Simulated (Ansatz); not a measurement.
## α-phase Li₃N

Level of theory: PBEsol in Ansatz (plane waves, PAW).

Run with plane-wave cutoff 520 eV, 12×12×10 k mesh (along the axes of the cell as run), Fermi–Dirac smearing 0.01 eV, scalar-relativistic PAW data made under PBE.

Cell (measured lattice):

```cif
data_Li3N
_chemical_formula_sum 'Li3 N1'
_space_group_name_H-M_alt 'P 1'
_space_group_IT_number 1
_cell_length_a 3.65200
_cell_length_b 3.65200
_cell_length_c 3.86600
_cell_angle_alpha 90.000
_cell_angle_beta 90.000
_cell_angle_gamma 120.000
loop_
_space_group_symop_operation_xyz
  'x, y, z'
loop_
_atom_site_label
_atom_site_type_symbol
_atom_site_fract_x
_atom_site_fract_y
_atom_site_fract_z
_atom_site_occupancy
Li1 Li 0.33333 0.66667 0.00000 1
Li2 Li 0.66667 0.33333 0.00000 1
Li3 Li 0.00000 0.00000 0.50000 1
N1 N 0.00000 0.00000 0.00000 1
```

```json
{
  "band_gap": "1.02 eV (indirect)",
  "smallest_direct_gap_on_the_k_points_sampled": "1.23 eV"
}
```

Measured, for comparison: band gap 2.15 eV (4 K, zero-point motion not removed, indirect, optical absorption, E parallel c; as tabulated in Brendecke and Bludau (1979), doi:10.1063/1.326533). Computed (rounded) less measured: band gap -1.13 eV.

Note: cell and atoms aren't relaxed at this level (pressure -1.6 GPa).

Computed values are for the static lattice.

Computing time: very roughly 8 core-seconds.

Ansatz is an electronic-structure program.
